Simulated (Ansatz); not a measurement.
Crystal: Au.

```
CELL_PARAMETERS angstrom
-1.65727 1.65727 1.65727
1.65727 -1.65727 1.65727
1.65727 1.65727 -1.65727
ATOMIC_POSITIONS crystal
Au 0.00000 0.00000 0.00000
```

This isn't the form of Au at room conditions, which is fcc.

Base run:

```yaml
Program: Ansatz 0.2.0
Functional: PBEsol
Potentials_or_basis: all-electron LAPW, scalar-relativistic
Cutoff: 251 eV
Density_cutoff: 1003 eV
Basis_error_allowed: 0.001 eV/atom
k_mesh: 11 × 11 × 11
Occupations: fermi-dirac, width 0.05 eV
Spin: no spin polarisation
```

Its results: pressure -8.9 GPa.

Task: The run is repeated on the same cell with these changes: k mesh from 11 × 11 × 11 to 8 × 8 × 8. What comes out?

Result: Pressure -9.5 GPa.

Caveats: the k mesh is thin for a metal, which can move the energy by tens of meV per atom (some runs).

Not every run made on this cell is shown here.
